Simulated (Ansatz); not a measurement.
Mo: strain and displacement

```
CELL_PARAMETERS angstrom
2.60488 0.00000 0.00000
0.00000 2.60488 0.00000
0.00000 0.00000 2.60488
ATOMIC_POSITIONS crystal
Mo 0.00000 0.00000 0.00000
```

The structure comes from a relaxation in the same program, started in the sc type, and has space group Pm-3m. Whether it is a known phase or the ground state wasn't checked.

Theory: DFT, PBE, all-electron LAPW, scalar-relativistic in Ansatz 0.2.0.

Settings: a Γ-centred 12×12×12 k mesh, Fermi–Dirac smearing of 0.03 eV, basis error target 0.5 meV/atom, no spin polarisation.

The unchanged cell is at -0.03 GPa, so energy changes include a term −P ΔV where the volume moves.

In a metal, stresses and small energies carry noise from the k mesh.

x, y and z are the Cartesian axes of the cell as listed; fractional coordinates follow a strain, and an engineering shear is twice the off-diagonal strain component.

With x and y strained by +1 %, z held: energy change +6 meV/atom; stress change (xx, yy, zz, yz, xz, xy) -5.11, -5.11, -0.79, 0.00, 0.00, 0.00 GPa, compression positive.

With xy engineering shear strain of +3 %: energy change -6 meV/atom; stress change (xx, yy, zz, yz, xz, xy) -0.17, -0.17, 0.04, 0.00, 0.00, 3.42 GPa, compression positive.
